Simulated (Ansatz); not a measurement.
AlSb: pressure series

Base system: AlSb in the zinc blende structure (space group F-43m, No. 216; a = 6.226 Å).

Cell and atoms are relaxed at each pressure.

Computed with Ansatz (a first-principles code), PBE, PAW, cutoff 420 eV, without spin-orbit coupling.

| change | electron mass | density | gap character | band gap |
|---|---|---|---|---|
| base | 1.6 mₑ along k, 0.11 mₑ across (at L) | 4.09 g/cm³ | indirect, Γ → L | 1.24 eV |
| pressure −2 GPa | 0.061 mₑ (at Γ) | 3.91 g/cm³ | direct at Γ | 0.94 eV |
| pressure −1 GPa | 0.070 mₑ (at Γ) | 4.01 g/cm³ | direct at Γ | 1.11 eV |
| pressure 0.3 GPa | 1.6 mₑ along k, 0.11 mₑ across (at L) | 4.12 g/cm³ | indirect, Γ → L | 1.25 eV |
| pressure 0.7 GPa | 1.1 mₑ along k, 0.22 mₑ across (off the special points) | 4.15 g/cm³ | indirect, Γ → Γ–X (85 % along) | 1.25 eV |
| pressure 1.5 GPa | 1.1 mₑ along k, 0.22 mₑ across (off the special points) | 4.21 g/cm³ | indirect, Γ → Γ–X (85 % along) | 1.23 eV |
| pressure 3 GPa | 2.9 mₑ along k, 0.23 mₑ across (off the special points) | 4.32 g/cm³ | indirect, Γ → Γ–X (92 % along) | 1.19 eV |
| pressure 5 GPa | – | 4.45 g/cm³ | indirect, Γ → X | 1.14 eV |
| pressure 10 GPa | – | 4.74 g/cm³ | indirect, Γ → X | 1.01 eV |

With Sb present, leaving out spin-orbit coupling can change the band edges. Load acts through the strain it causes; cell and atoms are relaxed under it. Effective masses come from finite differences of ±0.01 Å⁻¹. Along k means along the line from Γ to the band edge. No phonon test of stability was made. Measured, AlSb leaves this structure (for a Cmcm phase) near 8.1 GPa (temperature not stated; as listed in Datta, Sujoy, Jana, Debnarayan, arXiv (2020)), on rising pressure, with hysteresis.
